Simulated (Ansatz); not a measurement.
Space group Pn-3m:1 (No. 224). a = 4.246 Å, b = 4.246 Å, c = 4.246 Å, α = 90.00°, β = 90.00°, γ = 90.00°
```
atom site symmetry x y z
  Cu    4b      .-3m  0.2500  0.2500  0.2500
   O    2a      -43m  0.0000  0.0000  0.0000
```

Equation of state of this Cu₂O structure (not necessarily the ground state), with shape and atoms relaxed at each volume where symmetry leaves them free. Level of theory: DFT r2SCAN, scalar-relativistic, plane waves, PAW (Ansatz 0.2.0).

Plane waves to 500 eV, a k mesh through Γ of 6×6×6 on the computed 6-atom cell and Gaussian smearing (0.02 eV); no spin polarisation.

| V (Å³/atom) | E − E(largest V) (meV/atom) | P (GPa) | gap on mesh (eV) |
| --- | --- | --- | --- |
| 11.991 | 4.23 | 9.11 | 0.95 |
| 12.374 | -11.43 | 4.17 | 0.87 |
| 12.756 | -16.31 | 0.01 | 0.79 |
| 13.139 | -12.01 | -3.50 | 0.73 |
| 13.522 | 0.00 | -6.46 | 0.67 |

**Question.** Fit a third-order Birch–Murnaghan equation to E(V).

**Answer.** V0 = 12.76 Å³/atom, B0 = 127 GPa, B0' = 4.6.

Cost: 5 runs of about 2.7 core-minutes in all, on Arm Neoverse N1 (shared hosts).